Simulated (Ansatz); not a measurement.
MnO in Ansatz: convergence with smearing width

Input of the first run (smearing width 0.3 eV); the others differ in this setting and in those tied to it:

The input input.yaml:

```yaml
crystal:
  lattice:
    - [3.3717, 0.0, 0.0]
    - [-1.68585, 2.9199778539, 0.0]
    - [0.0, 0.0, 5.3855]
  atoms:
    - { symbol: Mn, position: [0.6666666667, 0.3333333333, 0.51096], spin: 4.0 }
    - { symbol: Mn, position: [0.3333333333, 0.6666666667, 0.01096], spin: 4.0 }
    - { symbol: O, position: [0.6666666667, 0.3333333333, 0.87547] }
    - { symbol: O, position: [0.3333333333, 0.6666666667, 0.37547] }
hamiltonian:
  xc: lda
  pseudopotentials: { kind: paw }
magnetization:
  spin_polarized: true
kpoints:
  mp_grid: { grid: [8, 8, 4] }
scf:
  occupations: { method: methfessel_paxton, width: 0.3 }
output:
  forces: true
  stress: true
  eigenvalues: true
```

Potentials or basis: Ansatz PAW.

Command:

```console
$ ansatz run input.yaml --threads 2 --pin off --max-ram 5632MiB --backend cpu --events-out ev --progress --plain --runs-dir out
```

Measurements of this composition are mostly on another form, of space group No. 225.

Hardware: 2 threads of AMD EPYC (Zen 3), on a shared host.

Task: The values tried are 0.3 eV, 0.2 eV, 0.15 eV, 0.1 eV, 0.05 eV, 0.025 eV, 0.01 eV, 0.005 eV, loosest first. From which on does the pressure stay within 0.1 GPa of the tightest run that finished?

Result: From 0.025 eV on.

| smearing width | energy less the tightest run, at zero smearing (meV/atom) | pressure (GPa) | largest force (eV/Å) | absolute moment (μB) | SCF cycles | CPU time (s) | peak memory (GiB) |
| --- | --- | --- | --- | --- | --- | --- | --- |
| 0.3 eV | 0.34 | -4.85 | 0.552 | 9.90 | 15 | 21 | 0.41 |
| 0.2 eV | 0.00 | -4.66 | 0.550 | 9.92 | 14 | 21 | 0.42 |
| 0.15 eV | -0.07 | -4.63 | 0.546 | 9.92 | 14 | 22 | 0.41 |
| 0.1 eV | -0.04 | -4.61 | 0.547 | 9.92 | 14 | 21 | 0.41 |
| 0.05 eV | -0.01 | -4.61 | 0.552 | 9.92 | 13 | 20 | 0.41 |
| 0.025 eV | 0.00 | -4.57 | 0.552 | 9.93 | 13 | 20 | 0.41 |
| 0.01 eV | 0.00 | -4.50 | 0.553 | 9.94 | 13 | 21 | 0.41 |
| 0.005 eV | 0.00 | -4.51 | 0.553 | 9.94 | 13 | 21 | 0.41 |

Against the tightest run, the energy stays within 1 meV/atom from 0.3 eV on; the largest force stays within 0.005 eV/Å from 0.05 eV on; the absolute moment stays within 0.02 μB from 0.2 eV on. Narrower smearing needs a denser k mesh, so at a fixed mesh the narrowest width isn't the most accurate. The tightest run that finished is the yardstick and may itself not be fully converged.

Caveat, for the tightest run too: the magnetic or orbital state may not be the lowest; the pressure holds a Pulay correction of +0.6 GPa for the finite cutoff; semilocal functionals often make such compounds metallic where correlation or magnetic order opens a gap, which also shifts bond lengths; only a ferromagnetic start was run, and an antiferromagnetic order may lie lower in energy; the PAW data sets come from PBE, with cores solved anew for the run's functional, which leaves a small shift of forces and pressure.
